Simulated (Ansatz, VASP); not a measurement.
# AlN in VASP and in Ansatz

```
Al N
1.0
     3.64333    0.00000    0.00000
    -1.82166    3.15521    0.00000
     0.00000    0.00000    4.18756
Al N
2 2
Direct
  0.33333 0.66667 0.75000
  0.66667 0.33333 0.25000
  0.33333 0.66667 0.25000
  0.66667 0.33333 0.75000
```

Change from the starting cell: strain +0.1000 x Voigt [1, 1, 0, 0, 0, 0], atoms carried along.

Alike in both runs: task single point; functional PBE; k mesh 9 × 9 × 6; occupations gaussian, width 0.05 eV; no spin polarisation.

|  | VASP | Ansatz |
| --- | --- | --- |
| version | VASP 6.6.1 | Ansatz 0.2.0 |
| potentials or method | VASP PAW PBE potentials, release 64 (Al, N) | scalar-relativistic, plane waves, PAW |
| plane-wave cutoff (eV) | 520 | 420 |
| valence electrons in the cell | 16 | 16 |

VASP gave:

| Property | Result |
| --- | --- |
| gap on the k mesh at the Fermi level (eV) | 2.29 |
| least direct gap on the mesh (eV) | 2.29 |
| pressure (GPa) | -26.6 |
| largest component of the traceless stress (GPa) | 4.93 |

**Question.** Which values does Ansatz return?

**Answer.** gap on the k mesh at the Fermi level (eV): 2.29; least direct gap on the mesh (eV): 2.29; pressure (GPa): -26.4; largest component of the traceless stress (GPa): 4.88.

Caveats: so large a pressure means that the cell lies far from this level's equilibrium, or that cutoff or potentials fall short (VASP).
